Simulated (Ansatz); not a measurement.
## SrTiO$_{3}$: band masses and rigid-band transport, calculated with Ansatz

Space group Pm-3m (No. 221), 5 atoms in the cell of the first input below: a = 3.905 Å, b = 3.905 Å, c = 3.905 Å, α = 90.00°, β = 90.00°, γ = 90.00°.

The volume is a measured one, shape and positions are a prototype's, taken without relaxation (pressure 0.3 GPa with this functional, without spin–orbit coupling). Functional: r2SCAN.

Spin–orbit coupling is left out. Kohn–Sham gap between the band edges found on a fine mesh: 2.27 eV.

Levels at points 0.012 Å⁻¹ about the band edges give the masses:

```yaml
crystal:
  lattice:
    - [3.9050012542, 0.0, 0.0]
    - [0.0, 3.9050012542, 0.0]
    - [0.0, 0.0, 3.9050012542]
  atoms:
    - { symbol: Sr, position: [0.0, 0.0, 0.0] }
    - { symbol: Ti, position: [0.5, 0.5, 0.5] }
    - { symbol: O, position: [0.0, 0.5, 0.5] }
    - { symbol: O, position: [0.5, 0.5, 0.0] }
    - { symbol: O, position: [0.5, 0.0, 0.5] }
basis:
  ecutwfc: 500
  ecutrho_ratio: 4
kpoints:
  mp_grid: { grid: [8, 8, 8] }
hamiltonian:
  xc: r2scan
scf:
  occupations: { method: gaussian, width: 0.05 }
output:
  forces: true
  stress: true
  eigenvalues: true
  eigenstates:
    kpoints:
      - [-0.5, -0.5, -0.5]
      - [-0.492541997, -0.5, -0.5]
      - [-0.507458003, -0.5, -0.5]
      - [-0.5, -0.492541997, -0.5]
      - [-0.5, -0.507458003, -0.5]
      - [-0.5, -0.5, -0.492541997]
      - [-0.5, -0.5, -0.507458003]
      - [-0.494726395, -0.494726395, -0.5]
      - [-0.505273605, -0.505273605, -0.5]
      - [-0.494726395, -0.5, -0.494726395]
      - [-0.505273605, -0.5, -0.505273605]
      - [-0.5, -0.494726395, -0.494726395]
      - [-0.5, -0.505273605, -0.505273605]
      - [-0.49569412, -0.49569412, -0.49569412]
      - [-0.50430588, -0.50430588, -0.50430588]
      - [0.0, 0.0, 0.0]
      - [0.007458003, 0.0, 0.0]
      - [-0.007458003, 0.0, 0.0]
      - [0.0, 0.007458003, 0.0]
      - [0.0, -0.007458003, 0.0]
      - [0.0, 0.0, 0.007458003]
      - [0.0, 0.0, -0.007458003]
      - [0.005273605, 0.005273605, 0.0]
      - [-0.005273605, -0.005273605, 0.0]
      - [0.005273605, 0.0, 0.005273605]
      - [-0.005273605, 0.0, -0.005273605]
      - [0.0, 0.005273605, 0.005273605]
      - [0.0, -0.005273605, -0.005273605]
      - [0.00430588, 0.00430588, 0.00430588]
      - [-0.00430588, -0.00430588, -0.00430588]
    de_dk: true
    e_range: [-1.732449612043, 1.732449591129]
```

```bash
ansatz run input.yaml --threads 8 --pin off --max-ram 15360MiB --backend cpu --events-out ev --progress --plain --runs-dir out
```

Time: 1.8 s on 8 threads of Arm Neoverse V2, with other jobs on the host, peak memory 0.56 GiB.

Edges at k = (-0.500, -0.500, -0.500) and (0.000, 0.000, 0.000); masses in electron masses along fixed Cartesian directions (which need not be the axes of a valley), negative for hole-like bands, for at most the three nearest levels of the same spin at these k-points, within 0.3 eV:

```json
{"edge": "valence", "band": "1", "from the edge (meV)": "0", "degeneracy": "3", "x": "-11", "y": "-11", "z": "-11", "111": "-2.141"}
{"edge": "valence", "band": "2", "from the edge (meV)": "0", "degeneracy": "3", "x": "-0.781", "y": "-0.781", "z": "-0.781", "111": "-0.915"}
{"edge": "valence", "band": "3", "from the edge (meV)": "0", "degeneracy": "3", "x": "-0.781", "y": "-0.781", "z": "-0.781", "111": "-0.915"}
{"edge": "conduction", "band": "1", "from the edge (meV)": "0", "degeneracy": "3", "x": "6.7", "y": "6.7", "z": "6.7", "111": "0.704"}
{"edge": "conduction", "band": "2", "from the edge (meV)": "0", "degeneracy": "3", "x": "0.411", "y": "0.411", "z": "0.411", "111": "0.556"}
{"edge": "conduction", "band": "3", "from the edge (meV)": "0", "degeneracy": "3", "x": "0.411", "y": "0.411", "z": "0.411", "111": "0.556"}
```

These curvatures agree with the slopes at the same points. They hold at the edge alone, and further out the bands need not be parabolic. Degenerate bands can be warped: each is named by its order in energy along a direction and has no mass tensor of its own.

The states of the whole zone with their velocity products:

```yaml
crystal:
  lattice:
    - [3.9050012542, 0.0, 0.0]
    - [0.0, 3.9050012542, 0.0]
    - [0.0, 0.0, 3.9050012542]
  atoms:
    - { symbol: Sr, position: [0.0, 0.0, 0.0] }
    - { symbol: Ti, position: [0.5, 0.5, 0.5] }
    - { symbol: O, position: [0.0, 0.5, 0.5] }
    - { symbol: O, position: [0.5, 0.5, 0.0] }
    - { symbol: O, position: [0.5, 0.0, 0.5] }
basis:
  ecutwfc: 500
  ecutrho_ratio: 4
kpoints:
  mp_grid: { grid: [8, 8, 8] }
hamiltonian:
  xc: r2scan
scf:
  occupations: { method: gaussian, width: 0.05 }
output:
  forces: true
  stress: true
  eigenvalues: true
  states_by_energy: { minimum_broadening: 0.05 }
```

```bash
ansatz run input.yaml --threads 8 --pin off --max-ram 15360MiB --backend cpu --events-out ev --progress --plain --runs-dir out
```

Time: 24 s on 8 threads of Arm Neoverse V2 (shared host), peak memory 1.1 GiB.

From that table, at a constant relaxation time τ with Fermi–Dirac weights and rigid bands:

```tsv
T (K)	doping (cm⁻³)	μ − E_F (eV)	σ_xx/τ (10²⁰/Ω m s)	S_xx (μV/K)	Lorenz (10⁻⁸ V²/K²)	ħω_p,xx (eV)
600	n 1e19	0.961	0.00389	-506	1.83	0.138
600	p 1e19	-0.899	0.00151	603	1.66	0.086
600	n 1e20	1.086	0.0387	-311	1.84	0.435
600	p 1e20	-1.020	0.0151	405	1.66	0.272
600	n 1e21	1.252	0.369	-136	1.91	1.343
600	p 1e21	-1.156	0.149	212	1.70	0.855
900	n 1e19	0.824	0.0037	-558	1.66	0.135
900	p 1e19	-0.736	0.00147	646	1.59	0.085
900	n 1e20	1.006	0.0369	-361	1.67	0.425
900	p 1e20	-0.916	0.0147	448	1.60	0.269
900	n 1e21	1.224	0.355	-173	1.73	1.318
900	p 1e21	-1.109	0.146	252	1.65	0.846
```

Problem. Which of the dopings listed at 600 K has the largest power factor S²σ/τ along x?

Solution. n 1e19: 1, p 1e19: 0.55, n 1e20: 3.7, p 1e20: 2.5, n 1e21: 6.8, p 1e21: 6.7 (10¹¹ W/m K² s), so a tie between n 1e21 and p 1e21 cm⁻³, if τ is the same for all.

Caveats: melting, decomposition and changes of phase at these temperatures weren't checked; no scattering is computed, and the gap isn't corrected.

The conduction-edge masses reflect the directionality of the Ti 3d t₂g orbitals. Along a cubic axis, two members of the triplet disperse through π overlap with O 2p and are light (0.411), while the third, whose lobes lie perpendicular to that axis, is nearly flat (6.7). The valence edge, built mainly from weakly bonding O 2p states, is heavier in every listed direction. This explains why, at equal doping and temperature, holes have the smaller σ/τ but the larger Seebeck magnitude, two differences that nearly cancel in the power factor at the highest doping.

The indirect gap of 2.27 eV is well below experiment, probably because the semilocal functional places the Ti 3d states too close to O 2p. It is still wide enough to make minority carriers negligible here, so the Seebeck coefficients should depend little on this error. The near-equality of n- and p-type doping does not show that p-type material would perform comparably, since holes in the O 2p states may self-trap instead of moving as band carriers.
